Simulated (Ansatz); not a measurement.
WC (Qusongite):

```xyz
2
Lattice="2.9065 0.0000 0.0000 -1.4532 2.5171 0.0000 0.0000 0.0000 2.8366" Properties=species:S:1:pos:R:3 pbc="T T T"
W     0.0000    0.0000    0.0000
C     1.4533    0.8390    1.4183
```

Base run:

```yaml
Program: Ansatz 0.2.0
Functional: BLYP
Potentials_or_basis: all-electron LAPW, scalar-relativistic
Cutoff: 335 eV
Density_cutoff: 1342 eV
Basis_error_allowed: 0.001 eV/atom
k_mesh: 10 × 10 × 9
Occupations: fermi-dirac, width 0.05 eV
Spin: no spin polarisation
```

Its results: pressure 18.6 GPa.

Q: The run is repeated on the same cell with these changes: functional from BLYP to LDA. What comes out?

A: Pressure -9.7 GPa.

LDA binds more tightly than BLYP, so the same cell stands under less pressure.

Caveats: so large a pressure means that the cell lies far from this level's equilibrium, or that cutoff or potentials fall short (some runs).

Not every run made on this cell is shown here.
